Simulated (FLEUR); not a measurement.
# As (Pm-3m) in FLEUR: further runs

One crystal, As, is run at these levels: PBEsol; tasks: equation of state.

Everything below comes from runs of FLEUR MaX-R8.1 (later development tree). Logs are shortened: lines on timing, memory, paths and dates and some standing lists are left out, and cuts for length are marked.

## 1. Starting point

It takes space group Pm-3m (No. 221, cubic). The conventional cell has a = 2.704 Å, b = 2.704 Å, c = 2.704 Å, α = 90.00°, β = 90.00°, γ = 90.00°. Around As (site symmetry m-3m) lie 6 As at 2.70 Å.

This isn't the form of As at room conditions, which is rhombohedral.

## 2. Equation of state, PBEsol, 18.58 Å³/atom (volume scaled by 0.94)

The input, inp.xml:

```xml
<?xml version="1.0" encoding="UTF-8" standalone="no"?>
<fleurInput fleurInputVersion="0.39">
   <comment>
      As                                                                                                  
   </comment>
   <calculationSetup>
      <cutoffs Kmax="4.22" Gmax="13.1" GmaxXC="13.1" numbands="0"/>
      <scfLoop itmax="60" minDistance="0.00001" maxIterBroyd="15" imix="Anderson" alpha="0.05" precondParam="0.0" spinf="2.0" sdNocoIR="T"/>
      <coreElectrons ctail="T" frcor="F" kcrel="0" coretail_lmax="0"/>
      <xcFunctional name="PBEs" relativisticCorrections="F"/>
      <magnetism jspins="1"/>
      <soc l_soc="F" theta="0.0" phi="0.0" spav="F"/>
      <expertModes spex="0" secvar="F"/>
      <geometryOptimization l_f="F" forcealpha="1.0" forcemix="BFGS" epsdisp="0.0005" epsforce="0.0002"/>
      <ldaU l_linMix="F" mixParam="0.05" spinf="1.0"/>
   </calculationSetup>
   <cell>
      <bzIntegration valenceElectrons="21.0" mode="hist" fermiSmearingEnergy="0.00183747">
         <kPointListSelection listName="default-1"/>
         <!-- k-points included here -->
         <xi:include xmlns:xi="http://www.w3.org/2001/XInclude" href="kpts.xml"> </xi:include>
      </bzIntegration>
      <!-- symmetry operations included here -->
      <xi:include xmlns:xi="http://www.w3.org/2001/XInclude" href="sym.xml"> </xi:include>
      <bulkLattice scale="0.9795861087">
         <bravaisMatrix>
            <row-1>    5.1092180249967791     0.0000000000000000     0.0000000000000000</row-1>
            <row-2>    0.0000000000000000     5.1092180249967791     0.0000000000000000</row-2>
            <row-3>    0.0000000000000000     0.0000000000000000     5.1092180249967791</row-3>
         </bravaisMatrix>
      </bulkLattice>
   </cell>
   <atomSpecies>
      <species name="Arsenic (As)" element="As" atomicNumber="33">
         <mtSphere radius="2.32" gridPoints="783" logIncrement="0.016"/>
         <atomicCutoffs lmax="9" lnonsphr="9"/>
         <electronConfig flipSpins="F">
            <coreConfig>(1s1/2) (2s1/2) (2p1/2) (2p3/2) (3s1/2)</coreConfig>
            <valenceConfig>(3p1/2) (3p3/2) (4s1/2) (3d3/2) (3d5/2) (4p1/2) (4p3/2)</valenceConfig>
            <stateOccupation state="(4p1/2)" spinUp="0.500000" spinDown="0.500000"/>
            <stateOccupation state="(4p3/2)" spinUp="1.000000" spinDown="1.000000"/>
         </electronConfig>
         <energyParameters s="4" p="4" d="3" f="4"/>
         <lo type="SCLO" l="1" n="3" eDeriv="0"/>
         <lo type="SCLO" l="1" n="3" eDeriv="1"/>
         <lo type="HELO" l="2" n="4" eDeriv="0"/>
         <lo type="HELO" l="2" n="4" eDeriv="1"/>
         <lo type="SCLO" l="0" n="4" eDeriv="2"/>
         <lo type="SCLO" l="3" n="4" eDeriv="2"/>
      </species>
   </atomSpecies>
   <atomGroups>
      <atomGroup species="Arsenic (As)">
         <relPos label="                   1">1.000/2.000 1.000/2.000 1.000/2.000</relPos>
         <force calculate="T" relaxXYZ="TTT"/>
      </atomGroup>
   </atomGroups>
   <output dos="F" band="F" slice="F">
      <checks vchk="F" cdinf="F"/>
      <bandDOS minEnergy="-.5*Htr" maxEnergy="0.5*Htr" sigma="0.015" storeEVData="T"/>
      <vacuumDOS vacdos="F" integ="F" star="F" nstars="0" locx1="0.0" locy1="0.0" locx2="0.0" locy2="0.0" nstm="0" tworkf="0.0"/>
      <unfoldingBand unfoldBand="F" supercellX="1" supercellY="1" supercellZ="1"/>
      <plotting iplot="0" polar="F">
         <plot TwoD="T" vec1="  1.0  0.0  0.0" vec2="  0.0  1.0  0.0" vec3="  0.0  0.0  1.0" zero="  0.0  0.0  0.0" file="plot"/>
      </plotting>
      <chargeDensitySlicing numkpt="0" minEigenval="0.0" maxEigenval="0.0" nnne="0" pallst="F"/>
      <specialOutput eonly="F"/>
      <moessbauerParams electricFieldGradient="T" isomerShift="T" coreHyperfine="T" valenceHyperfine="T"/>
      <magneticCircularDichroism mcd="F" energyLo="-10.0" energyUp="0.0"/>
   </output>
  <!-- We include the file relax.xml here to enable relaxations (see documentation) -->
  <xi:include xmlns:xi="http://www.w3.org/2001/XInclude" href="relax.xml"> <xi:fallback/> </xi:include>
</fleurInput>
```

Potentials or basis: all-electron, FLAPW.

Command:

```sh
$ inpgen -f crystal.txt -profile fastHighL
$ # inp.xml edited to the form shown
$ fleur_MPI
```

What it wrote:

```text
Welcome to FLEUR        (www.flapw.de)
      MaX-Release 8.1          (www.max-centre.eu)

 ========== k-point set info ==========
 Selected k-point list: default-1
 k-point list type: mesh
 10 x 10 x 10
 Number of k points: 56

 ------------Calculation Setup---------------------------
 Number of MPI-tasks      :            1
 Number of PE/node        :            1
 Number of OMP-threads    :            1
 Most efficient MPI parallelization for:
           1           2           4           7           8          14          28          56
 Additional eigenvalue parallelization possible
 Number of basis functions:          216
 Approximate size of matrices (H+S) per k-point:         0.001 GB
 --------------------------------------------------------
 Iteration:     1   Distance:       4.71716058 me/bohr^3
 Iteration:     2   Distance:       4.42376392 me/bohr^3
 Iteration:     3   Distance:       1.48258070 me/bohr^3
 Iteration:     4   Distance:       0.11731655 me/bohr^3
 Iteration:     5   Distance:       0.09726480 me/bohr^3
 Iteration:     6   Distance:       0.00672404 me/bohr^3
 Iteration:     7   Distance:       0.00655608 me/bohr^3
 Iteration:     8   Distance:       0.00081111 me/bohr^3
 Iteration:     9   Distance:       0.00020666 me/bohr^3
 Iteration:    10   Distance:       0.00003981 me/bohr^3
 Iteration:    11   Distance:       0.00000128 me/bohr^3

 ********************************************************************
 Run finished successfully
 Stop message:
   all done
 ********************************************************************
```

out.xml (last iteration):

```text
<iteration numberForCurrentRun="   11" overallNumber="   11">
         <energyParameters units="Htr">
            <atomicEP atomType="1" spin="1" branch="4s" branchLowest="-6.48" branchHighest="0.58" value="-0.1047383034"/>
            <atomicEP atomType="1" spin="1" branch="4p" branchLowest="-4.40" branchHighest="1.24" value="0.1742016125"/>
            <atomicEP atomType="1" spin="1" branch="3d" branchLowest="-9.99" branchHighest="-0.99" value="-0.9858379638"/>
            <atomicEP atomType="1" spin="1" branch="4f" branchLowest="-9.99" branchHighest="3.23" value="0.5712362280"/>
            <loAtomicEP atomType="1" spin="1" branch="3p" branchLowest="-47.36" branchHighest="-4.40" value="-4.4076216242"/>
            <loAtomicEP atomType="1" spin="1" branch="3p" branchLowest="-47.36" branchHighest="-4.40" value="-4.4076216242"/>
            <heloAtomicEP atomType="1" spin="1" branch="4d" branchLowest="1.81" branchHighest="1.81" value="1.8071024284"/>
            <heloAtomicEP atomType="1" spin="1" branch="4d" branchLowest="1.81" branchHighest="1.81" value="1.8071024284"/>
            <loAtomicEP atomType="1" spin="1" branch="4s" branchLowest="-6.48" branchHighest="0.58" value="-0.1047383034"/>
            <loAtomicEP atomType="1" spin="1" branch="4f" branchLowest="-9.99" branchHighest="3.23" value="0.5712383453"/>
         </energyParameters>
         <eigenvalues>
            <eigenvaluesAt spin="1" ikpt="1" k_x="0.00000000" k_y="0.00000000" k_z="0.00000000">
                      -4.4049995393       -4.4049995393       -4.4049995393       -0.9997732479       -0.9997732479
                      -0.9950757485       -0.9950757485       -0.9950757485       -0.2455014438        0.4878144781
                       0.4878144781        0.4878144781        0.6451046759        0.6451046759        0.7293110854
                       1.3290271580        1.3290271580
            </eigenvaluesAt>
            <eigenvaluesAt spin="1" ikpt="2" k_x="0.00000000" k_y="0.00000000" k_z="0.10000000">
                      -4.4050070901       -4.4049990129       -4.4049990129       -0.9997538786       -0.9993788129
                      -0.9951889289       -0.9951889289       -0.9950657002       -0.2383123958        0.4064655852
                       0.4942543520        0.4942543520        0.6516044970        0.6952087587        0.7799377706
                       1.2101807439        1.2101807439
            </eigenvaluesAt>
            <eigenvaluesAt spin="1" ikpt="3" k_x="0.00000000" k_y="0.00000000" k_z="0.20000000">
                      -4.4050273901       -4.4049976884       -4.4049976884       -0.9996959368       -0.9983532922
                      -0.9954925099       -0.9954925099       -0.9950403198       -0.2170649655        0.2870715761
                       0.5127060045        0.5127060045        0.6707098246        0.7273907452        0.9200969684
                       1.0895861024        1.0895861024
            </eigenvaluesAt>
            <eigenvaluesAt spin="1" ikpt="4" k_x="0.00000000" k_y="0.00000000" k_z="0.30000000">
                      -4.4050523593       -4.4049962657       -4.4049962657       -0.9996352773       -0.9970875664
                      -0.9958652889       -0.9958652889       -0.9950116792       -0.1832554763        0.1781371162
                       0.5399216351        0.5399216351        0.7006803938        0.7637370882        0.9889017956
                       0.9889017956        1.0100295069
            </eigenvaluesAt>
         </eigenvalues>
         <bandgap value="0.0389956184" units="eV"/>
         <sumValenceSingleParticleEnergies value="-35.9415335411" units="Htr"/>
         <FermiEnergy value="0.3252080620" units="Htr"/>
         <valenceDensity>
            <mtCharges spin="1">
               <mtCharge atomType="1" total="19.2318677" s="1.4459122" p="7.6844427" d="10.0851752" f="0.0137841"/>
            </mtCharges>
            <spinDependentCharge spin="1" total="21.0000000" interstitial="1.7681323" mtSpheres="19.2318677"/>
            <totalCharge value="21.0000000000"/>
         </valenceDensity>
         <coreStates atomType="     1" atomicNumber=" 33" spin="1" kinEnergy="   1994.3553875815" eigValSum="  -1264.8261642782" lostElectrons=" 0.000012">
            <state n="1" l="0" j="0.5" energy="-429.7175758354" weight="1.0000000000"/>
            <state n="2" l="0" j="0.5" energy="-54.0765197190" weight="1.0000000000"/>
            <state n="2" l="1" j="0.5" energy="-48.2746846780" weight="1.0000000000"/>
            <state n="2" l="1" j="1.5" energy="-46.9325470335" weight="2.0000000000"/>
            <state n="3" l="0" j="0.5" energy="-6.4792078396" weight="1.0000000000"/>
         </coreStates>
         <allElectronCharges>
            <spinDependentCharge spin="1" total="33.0000000" interstitial="1.7681444" mtSpheres="31.2318556"/>
            <totalCharge value="32.9999999978"/>
         </allElectronCharges>
         <moessbauerParams unitsHFF="kG" unitsIS="e/bohr^3" unitsEFG="Htr/bohr^2">
            <coreIsomerShift atomType="1" isTotal="35690.33879">
               <shell n="1" l="0" isomerShift="31914.06509"/>
               <shell n="2" l="0" isomerShift="3241.12454"/>
               <shell n="2" l="1" isomerShift="30.52359"/>
               <shell n="3" l="0" isomerShift="504.62557"/>
            </coreIsomerShift>
            <isomerShift atomType="1" nucleusRadius="0.0000996" averageDensity="35735.21337"/>
            <electricFieldGradient atomType="1" VXX="0.00000" VYY="0.00000" VZZ="0.00000" asymParam="0.00000">
            </electricFieldGradient>
         </moessbauerParams>
         <totalEnergy                                    value="    -2259.4958177930" units="Htr">
            <sumOfEigenvalues                            value="    -1300.7676978193">
               <coreElectrons value="-1264.8261642782"/>
               <valenceElectrons value="-35.9415335411"/>
            </sumOfEigenvalues>
            <densityCoulombPotentialIntegral value="-3502.4573795240"/>
            <densityEffectivePotentialIntegral value="-3610.3920352336"/>
            <chargeDenXCDenIntegral value="-82.2689486611"/>
            <FockExchangeEnergyValence value="0.0000000000"/>
            <FockExchangeEnergyCore value="0.0000000000"/>
            <atomTypeDependentContributions atomType="1">
               <electronNucleiInteractionDifferentMTs value="2718.8498646928"/>
               <MadelungTerm value="-16.7726520914"/>
            </atomTypeDependentContributions>
            <tkbTimesEntropy value="0.0000928049"/>
            <freeEnergy value="-2259.4959105979"/>
            <extrapolationTo0K value="-2259.4958641954"/>
         </totalEnergy>
         <densityConvergence units="me/bohr^3">
            <chargeDensity spin="1" distance="0.0000012750"/>
         </densityConvergence>
      </iteration>
```

Run time: 13 s. Hardware: 1 thread of Intel Xeon Platinum 8375C at 2.90GHz (Ice Lake), shared host; peak memory 0.06 GiB.

Results:

```
Free energy                                           : -61484.0159 eV
Band gap on the k mesh                                : none (metal or under the smearing width)
Valence electrons inside the program's atomic spheres : As 19.23 (radii As 2.32 bohr)
```

## 3. Equation of state, PBEsol, 18.97 Å³/atom (volume scaled by 0.96)

Edit inp.xml of step 2 so:

```diff
@@ -24,3 +24,3 @@
       <xi:include xmlns:xi="http://www.w3.org/2001/XInclude" href="sym.xml"> </xi:include>
-      <bulkLattice scale="0.9795861087">
+      <bulkLattice scale="0.9864848297">
          <bravaisMatrix>
```

Potentials or basis: all-electron, FLAPW.

Command:

```sh
$ inpgen -f crystal.txt -profile fastHighL
$ # inp.xml edited to the form shown
$ fleur_MPI
```

Run time: 15 s. Hardware: 1 thread of Intel Xeon Platinum 8375C at 2.90GHz (Ice Lake), shared host; peak memory 0.06 GiB.

The run converged. Its results:

```yaml
Free_energy: -61484.0241 eV
Band_gap_on_the_k_mesh: none (metal or under the smearing width)
Valence_electrons_inside_the_program's_atomic_spheres: As 19.21 (radii As 2.32 bohr)
```

## 4. Equation of state, PBEsol, 19.37 Å³/atom (volume scaled by 0.98)

Edit inp.xml of step 3 so:

```diff
@@ -24,3 +24,3 @@
       <xi:include xmlns:xi="http://www.w3.org/2001/XInclude" href="sym.xml"> </xi:include>
-      <bulkLattice scale="0.9864848297">
+      <bulkLattice scale="0.9932883884">
          <bravaisMatrix>
```

Command:

```sh
$ inpgen -f crystal.txt -profile fastHighL
$ # inp.xml edited to the form shown
$ fleur_MPI
```

Wall time 12 s (1 thread of Intel Xeon Platinum 8375C at 2.90GHz (Ice Lake), shared host); peak memory 0.06 GiB.

It converged, with:

```
Free energy                                           : -61484.0270 eV
Band gap on the k mesh                                : none (metal or under the smearing width)
Valence electrons inside the program's atomic spheres : As 19.19 (radii As 2.32 bohr)
```

## 5. Equation of state, PBEsol, 19.76 Å³/atom

Edit inp.xml of step 4 so:

```diff
@@ -24,3 +24,3 @@
       <xi:include xmlns:xi="http://www.w3.org/2001/XInclude" href="sym.xml"> </xi:include>
-      <bulkLattice scale="0.9932883884">
+      <bulkLattice scale="1.0000000000">
          <bravaisMatrix>
```

Command:

```sh
$ inpgen -f crystal.txt -profile fastHighL
$ # inp.xml edited to the form shown
$ fleur_MPI
```

It took 11 s on 1 thread of Intel Xeon Platinum 8375C at 2.90GHz (Ice Lake), shared host; peak memory 0.06 GiB.

It converged, with:

```yaml
Free_energy: -61484.0253 eV
Band_gap_on_the_k_mesh: none (metal or under the smearing width)
Valence_electrons_inside_the_program's_atomic_spheres: As 19.17 (radii As 2.32 bohr)
```

## 6. Equation of state, PBEsol, 20.16 Å³/atom (volume scaled by 1.02)

Edit inp.xml of step 5 so:

```diff
@@ -24,3 +24,3 @@
       <xi:include xmlns:xi="http://www.w3.org/2001/XInclude" href="sym.xml"> </xi:include>
-      <bulkLattice scale="1.0000000000">
+      <bulkLattice scale="1.0066227096">
          <bravaisMatrix>
```

Potentials or basis: all-electron, FLAPW.

Command:

```sh
$ inpgen -f crystal.txt -profile fastHighL
$ # inp.xml edited to the form shown
$ fleur_MPI
```

It took 13 s on 1 thread of Intel Xeon Platinum 8375C at 2.90GHz (Ice Lake), shared host; peak memory 0.06 GiB.

Results (log left out):

* Free energy: -61484.0195 eV
* Band gap on the k mesh: none (metal or under the smearing width)
* Valence electrons inside the program's atomic spheres: As 19.15 (radii As 2.32 bohr)

## 7. Equation of state, PBEsol, 20.55 Å³/atom (volume scaled by 1.04)

Edit inp.xml of step 6 so:

```diff
@@ -24,3 +24,3 @@
       <xi:include xmlns:xi="http://www.w3.org/2001/XInclude" href="sym.xml"> </xi:include>
-      <bulkLattice scale="1.0066227096">
+      <bulkLattice scale="1.0131594038">
          <bravaisMatrix>
```

Command:

```sh
$ inpgen -f crystal.txt -profile fastHighL
$ # inp.xml edited to the form shown
$ fleur_MPI
```

Run time: 16 s. Hardware: 1 thread of Intel Xeon Platinum 8375C at 2.90GHz (Ice Lake), shared host; peak memory 0.06 GiB.

Results (log left out):

| Property | Result |
| --- | --- |
| Free energy | -61484.0099 eV |
| Band gap on the k mesh | none (metal or under the smearing width) |
| Valence electrons inside the program's atomic spheres | As 19.13 (radii As 2.32 bohr) |

## 8. Equation of state, PBEsol, 20.95 Å³/atom (volume scaled by 1.06)

Edit inp.xml of step 7 so:

```diff
@@ -24,3 +24,3 @@
       <xi:include xmlns:xi="http://www.w3.org/2001/XInclude" href="sym.xml"> </xi:include>
-      <bulkLattice scale="1.0131594038">
+      <bulkLattice scale="1.0196128224">
          <bravaisMatrix>
```

Command:

```sh
$ inpgen -f crystal.txt -profile fastHighL
$ # inp.xml edited to the form shown
$ fleur_MPI
```

Wall time 12 s (1 thread of Intel Xeon Platinum 8375C at 2.90GHz (Ice Lake), shared host); peak memory 0.06 GiB.

It converged, with:

```
Free energy                                           : -61483.9970 eV
Band gap on the k mesh                                : none (metal or under the smearing width)
Valence electrons inside the program's atomic spheres : As 19.11 (radii As 2.32 bohr)
```

## 9. Equation of state, PBEsol

Potentials or basis: all-electron, FLAPW.

This step only gathers the single runs of the series.

What came out:

```
Equilibrium volume                      : 19.42 Å³/atom
Bulk modulus                            : 91 GPa
Pressure derivative of the bulk modulus : 4.3
```

Energy against volume, from the lowest point:
```tsv
volume (Å³/atom)	energy (meV/atom)
18.578	11.09
18.973	2.96
19.368	0.00
19.764	1.71
20.159	7.52
20.554	17.14
20.949	30.08
```
